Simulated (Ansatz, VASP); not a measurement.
One calculation of Ag, two programs

INCAR

```
PREC = Accurate
ENCUT = 520
EDIFF = 1E-7
ISMEAR = -1
SIGMA = 0.05
LREAL = F
LASPH = T
NELM = 80
ALGO = Normal
ISIF = 2
LWAVE = F
LCHARG = T
GGA = CA
LELF = T
LVHAR = T
NBANDS = 18
```

The input KPOINTS:

```
Automatic mesh
0
Gamma
  13 13 13
```

File POSCAR:

```
Ag
1.0
    0.0000000000      2.7525905958      2.7525905958
    2.7525905958      0.0000000000      2.7525905958
    2.7525905958      2.7525905958      0.0000000000
Ag
2
Direct
   -0.1250000000     -0.1250000000     -0.1250000000
    0.1250000000      0.1250000000      0.1250000000
```

Input for Ansatz:

```yaml
crystal:
  lattice:
    - [0.0, 2.7525905958, 2.7525905958]
    - [2.7525905958, 0.0, 2.7525905958]
    - [2.7525905958, 2.7525905958, 0.0]
  atoms:
    - { symbol: Ag, position: [-0.125, -0.125, -0.125] }
    - { symbol: Ag, position: [0.125, 0.125, 0.125] }
kpoints:
  mp_grid: { grid: [13, 13, 13] }
scf:
  occupations: { method: fermi_dirac, width: 0.05 }
hamiltonian:
  xc: lda
  pseudopotentials: { kind: paw }
output:
  forces: true
  stress: true
  eigenvalues: true
  populations: true
  write_density: true
  write_potential: true
  elf: true
  volumetric_format: npy
```

Change from the starting cell: volume scaled by 0.8, PAW files.

Alike in both runs: task single point; functional LDA; k mesh 13 × 13 × 13; occupations fermi-dirac, width 0.05 eV; no spin polarisation.

```csv
,VASP,Ansatz
version,VASP 6.6.1,Ansatz 0.2.0
potentials or method,"VASP PAW LDA potentials, release 64 (Ag)","PAW with Ansatz's default frozen-core files, scalar-relativistic"
plane-wave cutoff (eV),520,420
valence electrons in the cell,22,38
```

|  | VASP | Ansatz | Ansatz less VASP |
| --- | --- | --- | --- |
| pressure (GPa) | 21.2 | 21.4 | +0.19 |

The two sets of potentials don't hold the same shells in valence.

Caveats: so large a pressure means that the cell lies far from this level's equilibrium, or that cutoff or potentials fall short (VASP).
